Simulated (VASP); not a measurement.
# GaAs (F-43m) in VASP: Born charges and dielectric tensor with LDA

Aim: the Born charges and dielectric tensor of GaAs with LDA.

Everything below comes from runs of VASP 6.6.1. Logs are shortened: lines on timing, memory, paths and dates and some standing lists are left out, and cuts for length are marked.

**Measured values to compare with.**

From “Evidence of valence band perturbations in GaAsN/GaAs(001): A combined variable-angle spectroscopic ellipsometry and modulated photoreflectance investigation”, 2008, arxiv:0805.2212, for a bulk crystal of GaAs at 300 K: band gap 1.412 ± 0.01 eV (direct).

A printed reference work, textbook reports, for a bulk crystal of GaAs at 300 K: high-frequency dielectric constant 10.89.

How close the calculation comes is told below.

## (1) The structure

Symmetry: F-43m, No. 216, cubic system. Conventional cell: a = 5.610 Å, b = 5.610 Å, c = 5.610 Å, α = 90.00°, β = 90.00°, γ = 90.00°. Ga (site symmetry -43m) is surrounded by 4 As at 2.43 Å. Around As (site symmetry -43m) lie 4 Ga at 2.43 Å.

The cell is a database's computed one.

## (2) Born charges and dielectric tensor, LDA

INCAR

```
SYSTEM = GaAs
PREC = Accurate
ENCUT = 600
EDIFF = 1E-8
ISMEAR = 0
SIGMA = 0.02
LREAL = .False.
LASPH = .True.
NELM = 100
ALGO = Normal
ISIF = 2
LWAVE = .False.
LCHARG = .False.
GGA = CA
LEPSILON = .True.
IBRION = 8
NSW = 1
```

KPOINTS

```
regular mesh
0
Gamma
  14 14 14
  0 0 0
```

POSCAR

```
GaAs
1.0
    0.0000000000      2.8052200000      2.8052200000
    2.8052200000      0.0000000000      2.8052200000
    2.8052200000      2.8052200000      0.0000000000
Ga As
1 1
Direct
    0.0000000000      0.0000000000      0.0000000000
    0.7500000000      0.7500000000      0.7500000000
```

Potentials or basis: VASP PAW LDA potentials, release 64 (Ga_d, As).

Run with:

```sh
$ cat potpaw_LDA.64/Ga_d/POTCAR potpaw_LDA.64/As/POTCAR > POTCAR
$ mpirun -np 1 vasp_std > vasp.out
```

OUTCAR:

```text
SYSTEM = GaAs
   PREC = Accurate
   ENCUT = 600
   EDIFF = 1E-8
   ISMEAR = 0
   LREAL = .False.
   LASPH = .True.
   NELM = 100
   ISIF = 2
   GGA = CA
   LEPSILON = .True.
   IBRION = 8
   NSW = 1

 ion  position               nearest neighbor table
   1  0.000  0.000  0.000-   2 2.43   2 2.43   2 2.43   2 2.43
   2  0.750  0.750  0.750-   1 2.43   1 2.43   1 2.43   1 2.43

  LATTYP: Found a face centered cubic cell.
 ALAT       =     5.6104400000

  Lattice vectors:

 A1 = (   0.0000000000,   2.8052200000,   2.8052200000)
 A2 = (   2.8052200000,   0.0000000000,   2.8052200000)
 A3 = (   2.8052200000,   2.8052200000,   0.0000000000)

Analysis of symmetry for initial positions (statically):
=====================================================================
 Subroutine PRICEL returns:
 Original cell was already a primitive cell.

 Routine SETGRP: Setting up the symmetry group for a
 face centered cubic supercell.

 Subroutine GETGRP returns: Found 24 space group operations
 (whereof 24 operations were pure point group operations)
 out of a pool of 48 trial point group operations.

The static configuration has the point symmetry T_d .

Analysis of symmetry for dynamics (positions and initial velocities):
=====================================================================
 Subroutine PRICEL returns:
 Original cell was already a primitive cell.

 Routine SETGRP: Setting up the symmetry group for a
 face centered cubic supercell.

 Subroutine GETGRP returns: Found 24 space group operations
 (whereof 24 operations were pure point group operations)
 out of a pool of 48 trial point group operations.

The dynamic configuration has the point symmetry T_d .

 Subroutine INISYM returns: Found 24 space group operations
 (whereof 24 operations are pure point group operations),
 and found     1 'primitive' translations

----------------------------------------------------------------------------------------

                                     Primitive cell

  volume of cell :      44.1500

  direct lattice vectors                    reciprocal lattice vectors
     0.000000000  2.805220000  2.805220000    -0.178239140  0.178239140  0.178239140
     2.805220000  0.000000000  2.805220000     0.178239140 -0.178239140  0.178239140
     2.805220000  2.805220000  0.000000000     0.178239140  0.178239140 -0.178239140

  length of vectors
     3.967180169  3.967180169  3.967180169     0.308719246  0.308719246  0.308719246

  position of ions in fractional coordinates (direct lattice)
     0.000000000  0.000000000  0.000000000
     0.750000000  0.750000000  0.750000000

  ion indices of the primitive-cell ions
   primitive index   ion index
                 1           1
                 2           2

----------------------------------------------------------------------------------------

 KPOINTS: regular mesh

Automatic generation of k-mesh.
 Grid dimensions read from file:
 generate k-points for:   14   14   14

 Generating k-lattice:

[... 534 lines left out ...]
  ---------------------------------------------------
  ---------------------------------------------------
  free energy    TOTEN  =        -1.98877053 eV

  energy without entropy =       -1.98877053

------------------------ aborting loop because EDIFF is reached ----------------------------------------

--------------------------------------- Ionic step        2  -------------------------------------------

------------------------ aborting loop because EDIFF is reached ----------------------------------------

--------------------------------------- Ionic step        3  -------------------------------------------

------------------------ aborting loop because EDIFF is reached ----------------------------------------

 PIEZOELECTRIC TENSOR FIELD DIRECTION 3  (e Angst)
 -----------------------------------------------------------------------------
    -0.00023  2.23534  0.00000           (  0.00000  0.01690  0.00000)
     2.23534 -0.00023  0.00000           (  0.01690  0.00000  0.00000)
     0.00000  0.00000 -0.00175           (  0.00000  0.00000  0.00000)

 PIEZOELECTRIC TENSOR FIELD DIRECTION 3  (C/m^2)
 -----------------------------------------------------------------------------
    -0.00008  0.81119  0.00000
     0.81119 -0.00008  0.00000
     0.00000  0.00000 -0.00063

--------------------------------------- Ionic step        4  -------------------------------------------

------------------------ aborting loop because EDIFF is reached ----------------------------------------

[... ionic steps 5 to 6 ...]

--------------------------------------- Ionic step        7  -------------------------------------------

 Free energy of the ion-electron system (eV)
  ---------------------------------------------------
  ---------------------------------------------------
  free energy    TOTEN  =        -0.04454388 eV

  energy without entropy =       -0.04454388

------------------------ aborting loop because EDIFF is reached ----------------------------------------

 INTERNAL STRAIN TENSOR  FOR ION    2  DIRECTION 1   (eV/Angst):
 -----------------------------------------------------------------------------
    -0.00401  0.00000  0.00000
     0.00000  0.00314  7.31056
     0.00000  7.31056  0.00314

 MACROSCOPIC STATIC DIELECTRIC TENSOR (including local field effects in DFT)
 ------------------------------------------------------
          16.551054    -0.000000    -0.000000
           0.000000    16.551054    -0.000000
          -0.000000     0.000000    16.551054
 ------------------------------------------------------

 PIEZOELECTRIC TENSOR (including local field effects)  for field in x, y, z        (e  Angst)
          XX          YY          ZZ          XY          YZ          ZX
  --------------------------------------------------------------------------------
  x    -0.00000    -0.00000    -0.00000     0.00000     2.24013     0.00000
  y     0.00000     0.00000     0.00000     0.00000     0.00000     2.24013
  z     0.00000    -0.00000    -0.00000     2.24013     0.00000     0.00000

 PIEZOELECTRIC TENSOR (including local field effects)  for field in x, y, z        (C/m^2)
          XX          YY          ZZ          XY          YZ          ZX
  --------------------------------------------------------------------------------
  x    -0.00000    -0.00000    -0.00000     0.00000     0.81293     0.00000
  y     0.00000     0.00000     0.00000     0.00000     0.00000     0.81293
  z     0.00000    -0.00000    -0.00000     0.81293     0.00000     0.00000

 BORN EFFECTIVE CHARGES (including local field effects) (in |e|, cummulative output)
 ---------------------------------------------------------------------------------
 ion    1
    1     2.07076    -0.00000    -0.00000
    2     0.00000     2.07076     0.00000
    3    -0.00000     0.00000     2.07076
 ion    2
    1    -2.07076     0.00000     0.00000
    2     0.00000    -2.07076    -0.00000
    3     0.00000    -0.00000    -2.07076

 INTERNAL STRAIN TENSOR FOR ION    2 for displacements in x,y,z  (eV/Angst):
          X           Y           Z          XY          YZ          ZX
  --------------------------------------------------------------------------------
  x     0.00000     0.00000     0.00000     0.00000     7.31056     0.00000
  y     0.00000    -0.00000     0.00000     0.00000     0.00000     7.31056
  z     0.00000     0.00000     0.00000     7.31056     0.00000     0.00000

 SECOND DERIVATIVES (NOT SYMMETRIZED)
 ------------------------------------
               1X          1Y          1Z          2X          2Y          2Z
  1X    -9.658376    0.000000    0.000000    9.658376    0.000000    0.000000
  1Y     0.000000   -9.658376    0.000000    0.000000    9.658376    0.000000
  1Z     0.000000    0.000000   -9.658376    0.000000    0.000000    9.658376
  2X     9.620130    0.000000    0.000000   -9.620130    0.000000    0.000000
  2Y     0.000000    9.620130    0.000000    0.000000   -9.620130    0.000000
  2Z     0.000000    0.000000    9.620130    0.000000    0.000000   -9.620130

 Eigenvectors and eigenvalues of the dynamical matrix
 ----------------------------------------------------

   1 f  =    8.076945 THz    50.748940 2PiTHz  269.417875 cm-1    33.403544 meV
             X         Y         Z           dx          dy          dz
      0.000000  0.000000  0.000000     0.023340    0.027037   -0.719504
      4.207830  4.207830  4.207830    -0.022471   -0.026030    0.692716
[... 21 lines left out ...]
   6 f/i=    0.008006 THz     0.050303 2PiTHz    0.267053 cm-1     0.033110 meV
             X         Y         Z           dx          dy          dz
      0.000000  0.000000  0.000000    -0.036831    0.162059    0.673363
      4.207830  4.207830  4.207830    -0.038256    0.168326    0.699403

--------------------------------------------------------------------------------------------------------

 MACROSCOPIC STATIC DIELECTRIC TENSOR IONIC CONTRIBUTION
 ------------------------------------------------------
           1.823270    -0.000000    -0.000000
          -0.000000     1.823270     0.000000
          -0.000000     0.000000     1.823270
 ------------------------------------------------------

 ELASTIC MODULI CONTR FROM IONIC RELAXATION (kBar)
 Direction    XX          YY          ZZ          XY          YZ          ZX
 --------------------------------------------------------------------------------
 XX          -0.0000      0.0000      0.0000      0.0000     -0.0000     -0.0000
 YY           0.0000     -0.0000      0.0000      0.0000      0.0000     -0.0000
 ZZ           0.0000      0.0000     -0.0000     -0.0000      0.0000     -0.0000
 XY           0.0000      0.0000     -0.0000   -199.4111      0.0000      0.0000
 YZ          -0.0000      0.0000      0.0000      0.0000   -199.4111      0.0000
 ZX          -0.0000     -0.0000     -0.0000      0.0000      0.0000   -199.4111
 --------------------------------------------------------------------------------

 PIEZOELECTRIC TENSOR IONIC CONTR  for field in x, y, z        (C/m^2)
          XX          YY          ZZ          XY          YZ          ZX
  --------------------------------------------------------------------------------
  x    -0.00000     0.00000     0.00000     0.00000    -0.56738     0.00000
  y    -0.00000    -0.00000    -0.00000    -0.00000     0.00000    -0.56738
  z     0.00000     0.00000    -0.00000    -0.56738     0.00000    -0.00000
```

It took 23 min on 1 thread of Intel Xeon Platinum 8259CL at 2.50GHz (Skylake/Cascade Lake), shared host; peak memory 0.79 GiB.

Results:

- Band gap on the k mesh: 0.51 eV, direct
- Electronic dielectric tensor (diagonal): 16.55
- Born charges (mean of the diagonal): Ga +2.07; As -2.07 e
- Highest phonon frequency at Γ, LO-TO splitting left out: 269 cm⁻¹

Phonon frequencies in cm⁻¹ (negative: imaginary):
| q point | frequencies |
| --- | --- |
| (0.000, 0.000, 0.000) | 0 0 0 269 269 269 |

Electronic dielectric tensor:
```
16.55  0.00  0.00
 0.00 16.55  0.00
 0.00  0.00 16.55
```

Born effective charge tensors (e):
atom 1, Ga
```
2.07 0.00 0.00
0.00 2.07 0.00
0.00 0.00 2.07
```
atom 2, As
```
-2.07  0.00  0.00
 0.00 -2.07  0.00
 0.00  0.00 -2.07
```

Caveat: the gap is small at this level, which inflates the dielectric constant.

## (3) How close it comes

Step 2. Measured gap of GaAs: 1.412 eV (direct; 300 K; “Evidence of valence band perturbations in GaAsN/GaAs(001): A combined variable-angle spectroscopic ellipsometry and modulated photoreflectance investigation”, 2008, arxiv:0805.2212). This calculation gives 0.51 eV (-0.91 eV). 3 values of this kind are on record (1.412 to 1.51 eV); this one was drawn at random among those near their median, those with a stated uncertainty first. Spin-orbit coupling on As, Ga is left out. The value is that of LDA on a finite k mesh, which can miss the band edges, without temperature or zero-point motion. Semilocal functionals fall short of measured gaps as a rule. The cell is a database's relaxed one, not the measured one, which moves gaps too. Against the measured high-frequency dielectric constant of GaAs, 10.89 (300 K; a printed reference work, textbook), the calculated 16.55 is off by +52.0 %. So large a miss can be the level of theory's own, or it may mean another phase, state or a wrong row.
